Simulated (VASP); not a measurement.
# Relaxed cell of GaP: a test of cutoff and mesh, part 2 of 2

How far does the relaxed cell of GaP depend on cutoff and k mesh? The starting structure is a measured crystal structure from the Crystallography Open Database. The first relaxation on each setting starts from this cell expanded by 3 % in volume.

VASP 6.6.1.

Results so far: reference 20.06 Å³ an atom; a cutoff of 280 eV 19.93 Å³ an atom; a 4×4×4 mesh 20.17 Å³ an atom.

**5. Relaxation with a cutoff of 600 eV**

Level of this step: PBEsol; plane waves and PAW (Ga_d, P) (VASP).

Against step 2 the input has ENCUT = 600. This run starts from the cell of an earlier relaxation, which isn't shown; the restart sets up the plane waves anew.

Contents of INCAR:

```
SYSTEM = GaP
PREC = Accurate
ENCUT = 600
EDIFF = 1E-06
NELM = 100
ISMEAR = 0
SIGMA = 0.03
LREAL = .FALSE.
ALGO = Normal
GGA = PS
NBANDS = 15
LORBIT = 11
LWAVE = .FALSE.
LCHARG = .FALSE.
KPAR = 4
IBRION = 2
NSW = 50
ISIF = 3
EDIFFG = -0.004
```

Contents of POSCAR:

```
GaP
1.0
    0.0000000000      2.7183055345      2.7183055345
    2.7183055345      0.0000000000      2.7183055345
    2.7183055345      2.7183055345      0.0000000000
Ga P
1 1
Direct
    0.0000000000      0.0000000000      0.0000000000
    0.7500000000      0.7500000000      0.7500000000
```

Contents of KPOINTS:

```
Automatic mesh
0
Gamma
8 8 8
0 0 0
```

The projector-augmented-wave data sets are Ga_d and P (PBE family, release 64).

The run is started by

```console
mpirun -np 4 vasp_std
```

What it wrote:

```text
[... set-up lines as in an earlier step ...]
 entering main loop
       N       E                     dE             d eps       ncg     rms          rms(c)
DAV:   1     0.851967335559E+02    0.85197E+02   -0.97523E+03   894   0.188E+03
DAV:   2    -0.315558651464E+01   -0.88352E+02   -0.83627E+02   968   0.342E+02
DAV:   3    -0.100909078097E+02   -0.69353E+01   -0.69033E+01  1094   0.736E+01
DAV:   4    -0.102065469531E+02   -0.11564E+00   -0.11561E+00  1013   0.102E+01
[...]
DAV:  10    -0.992172655064E+01   -0.22063E-04   -0.58459E-05  1318   0.827E-02    0.260E-02
DAV:  11    -0.992175252397E+01   -0.25973E-04   -0.27049E-05  1010   0.554E-02    0.548E-03
DAV:  12    -0.992175247223E+01    0.51735E-07   -0.94076E-07   800   0.129E-02
   1 F= -.99217525E+01 E0= -.99217525E+01  d E =-.992175E+01
[...]
2 F= -.99217502E+01 E0= -.99217502E+01  d E =0.231948E-05
[...]
3 F= -.99217531E+01 E0= -.99217531E+01  d E =-.580730E-06
[...]
4 F= -.99217525E+01 E0= -.99217525E+01  d E =-.207428E-07
[...]
5 F= -.99217528E+01 E0= -.99217528E+01  d E =-.339650E-06
[...]
reached required accuracy - stopping structural energy minimisation
```

Elapsed: 19 s, on 4 MPI ranks of AMD EPYC 7R43, shared host; peak memory 0.64 GiB.

From OUTCAR (step 5):

```text
  Total       -0.0079671     -0.0079671     -0.0079671     -0.0000000     -0.0000000     -0.0000000
  in kB       -0.3178166     -0.3178166     -0.3178166     -0.0000000     -0.0000000     -0.0000000
  external PRESSURE =      -0.3178166 kB  Pullay stress =       0.0000000 kB

 POSITION                                       TOTAL-FORCE (eV/Angst)
 -----------------------------------------------------------------------------------
      0.00000      0.00000      0.00000         0.000000      0.000000      0.000000
      4.07717      4.07717      4.07717        -0.000000     -0.000000     -0.000000
 -----------------------------------------------------------------------------------
    total drift:                               -0.000001     -0.000001     -0.000001

  FREE ENERGIE OF THE ION-ELECTRON SYSTEM (eV)
  ---------------------------------------------------
  free  energy   TOTEN  =        -9.9217528119 eV

  energy  without entropy=       -9.9217528119  energy(sigma->0) =       -9.92175281

[... 2 parts as in an earlier step ...]

[... 2 further parts left out ...]
[key lines of the parts left out:]
E-fermi :   4.8323
```

With a cutoff of 600 eV the cell ends at 20.082 Å³ an atom, +0.09 % from the reference; the bulk modulus is 85.2 GPa against 85.4 GPa.

**6. Relaxation with a 10×10×10 mesh**

Against step 2 the input has a 10×10×10 mesh. This run starts from the cell of an earlier relaxation, which isn't shown; the restart sets up the plane waves anew.

INCAR: that of step 5 with these lines changed.

```diff
@@ -2,3 +2,3 @@
 PREC = Accurate
-ENCUT = 600
+ENCUT = 450
 EDIFF = 1E-06
```

Contents of POSCAR:

```
GaP
1.0
    0.0000000000      2.7177282323      2.7177282323
    2.7177282323      0.0000000000      2.7177282323
    2.7177282323      2.7177282323      0.0000000000
Ga P
1 1
Direct
    0.0000000000      0.0000000000      0.0000000000
    0.7500000000      0.7500000000      0.7500000000
```

Contents of KPOINTS:

```
Automatic mesh
0
Gamma
10 10 10
0 0 0
```

The run is started by

```console
mpirun -np 4 vasp_std
```

What it wrote:

```text
[... set-up lines as in an earlier step ...]
 entering main loop
       N       E                     dE             d eps       ncg     rms          rms(c)
DAV:   1     0.755249016074E+02    0.75525E+02   -0.85311E+03  1450   0.158E+03
DAV:   2    -0.441854174851E+01   -0.79943E+02   -0.76396E+02  1585   0.295E+02
DAV:   3    -0.101119011365E+02   -0.56934E+01   -0.56717E+01  1753   0.645E+01
DAV:   4    -0.102081271702E+02   -0.96226E-01   -0.96200E-01  1744   0.935E+00
[...]
DAV:  10    -0.992336386329E+01   -0.21056E-04   -0.58720E-05  2090   0.809E-02    0.263E-02
DAV:  11    -0.992338947501E+01   -0.25612E-04   -0.26639E-05  1599   0.549E-02    0.537E-03
DAV:  12    -0.992338942933E+01    0.45683E-07   -0.98011E-07  1357   0.129E-02
   1 F= -.99233894E+01 E0= -.99233894E+01  d E =-.992339E+01
[...]
2 F= -.99233872E+01 E0= -.99233872E+01  d E =0.222284E-05
[...]
3 F= -.99233906E+01 E0= -.99233906E+01  d E =-.112580E-05
[...]
4 F= -.99233895E+01 E0= -.99233895E+01  d E =-.447794E-07
[...]
5 F= -.99233901E+01 E0= -.99233901E+01  d E =-.700318E-06
[...]
reached required accuracy - stopping structural energy minimisation
```

Elapsed: 24 s, on 4 MPI ranks; peak memory 0.54 GiB.

OUTCAR, selected parts (step 6):

```text
  Total       -0.0079724     -0.0079724     -0.0079724      0.0000000      0.0000000      0.0000000
  in kB       -0.3182996     -0.3182996     -0.3182996      0.0000000      0.0000000      0.0000000
  external PRESSURE =      -0.3182996 kB  Pullay stress =       0.0000000 kB

 POSITION                                       TOTAL-FORCE (eV/Angst)
 -----------------------------------------------------------------------------------
      0.00000      0.00000      0.00000        -0.000000     -0.000000     -0.000000
      4.07602      4.07602      4.07602         0.000000      0.000000      0.000000
 -----------------------------------------------------------------------------------
    total drift:                               -0.000000     -0.000000     -0.000000

  FREE ENERGIE OF THE ION-ELECTRON SYSTEM (eV)
  ---------------------------------------------------
  free  energy   TOTEN  =        -9.9233901296 eV

  energy  without entropy=       -9.9233901296  energy(sigma->0) =       -9.92339013

[... 1 part as in an earlier step ...]

[... 3 further parts left out ...]
[key lines of the parts left out:]
E-fermi :   4.8023
```

With a 10×10×10 mesh the cell ends at 20.065 Å³ an atom, +0.00 % from the reference; the bulk modulus is 85.4 GPa against 85.4 GPa.

**7. Comparison**

```csv
run,volume (Å³/atom),change (%),bulk modulus (GPa),pressure left (GPa),core minutes
reference,20.064,-,85.4,-0.03,2.07
a cutoff of 280 eV,19.927,-0.68,87.5,-0.01,1.55
a 4×4×4 mesh,20.172,0.54,85.7,-0.01,1.33
a cutoff of 600 eV,20.082,0.09,85.2,-0.03,3.61
a 10×10×10 mesh,20.065,0.0,85.4,-0.03,3.8
```

Core minutes are wall time times ranks, summed over the relaxations behind a row (those for a bulk modulus apart), on shared hosts.

**8. What came out**

```json
{
 "volume of the reference": "20.06 Å³/atom",
 "volume against the reference, a cutoff of 280 eV": "-0.68 %",
 "volume against the reference, a 4×4×4 mesh": "+0.54 %",
 "volume against the reference, a cutoff of 600 eV": "+0.09 %",
 "volume against the reference, a 10×10×10 mesh": "+0.00 %"
}
```

What this shows: The volume moves most with a cutoff of 280 eV: -0.68 % against the reference (450 eV, 8×8×8 mesh). On finer settings it changes by +0.09 % with a cutoff of 600 eV and +0.00 % with a 10×10×10 mesh. The relaxations stop with up to 0.03 GPa left, which at the bulk modulus found here is 0.04 % of the volume. That understates it: a restart alone still moved the volume by up to 0.3 %. A cell that shrinks at the lower cutoff is the usual mark of Pulay stress, the error that a plane-wave basis makes when it is kept while the volume changes. The bulk modulus is more sensitive: it changes by +2.5 % with a cutoff of 280 eV. Further runs on this material are not shown.

[Lines on the potential files, build, host, timing and source positions are cut from VASP's logs without a mark.]

[Logs are printed without paths, hosts, clocks, repeated set-up lines and the standing remarks that a program may print on its own settings, such as how far it seeks lower states.]

[Hosts, paths, dates, database ids (printed as entryN), source tags and the programs' standing remarks are cut or masked in the printed files.]
